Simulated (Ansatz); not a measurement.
The system is TePb.

```
CELL_PARAMETERS angstrom
0.00000 3.23100 3.23100
3.23100 0.00000 3.23100
3.23100 3.23100 0.00000
ATOMIC_POSITIONS crystal
Pb 0.00000 0.00000 0.00000
Te 0.50000 0.50000 0.50000
```

```yaml
Program: Ansatz 0.2.0
Task: relaxation of cell and atoms
Functional: rPW86-PBE
Dispersion: rVV10
Potentials_or_basis: Ansatz PAW
Cutoff: "420 eV (not typed: the program's choice for these potentials)"
k_mesh: 7 × 7 × 7
Occupations: fermi-dirac, width 0.05 eV
Spin: no spin polarisation
```

At the start: volume 33.73 Å³/atom.

How do energy, volume and symmetry change on relaxing?

It ends after 5 steps and the volume is 35.88 Å³/atom (+6.4 %); space group Fm-3m (No. 225, to 0.05 Å).

Step by step:
```
step  energy change (eV)  largest force (eV/Å)  volume (Å³)
   1              0.0000                0.0000        67.46
   2             -0.0301                0.0000        73.39
   3             -0.0349                0.0000        71.92
   4             -0.0350                0.0000        71.76
   5             -0.0362                0.0000        71.76
```

Final structure:
```yaml
crystal:
  lattice:
    - [0.00000, 3.29826, 3.29826]
    - [3.29826, 0.00000, 3.29826]
    - [3.29826, 3.29826, 0.00000]
  atoms:
    - { symbol: Pb, position: [0.00000, 0.00000, 0.00000] }
    - { symbol: Te, position: [0.50000, 0.50000, 0.50000] }
```

Caveat: the plane-wave basis is chosen anew once the cell has moved, so the energies of steps on either side of that aren't comparable; the PAW data sets come from PBE, with cores solved anew for the run's functional, which leaves a small shift of forces and pressure.
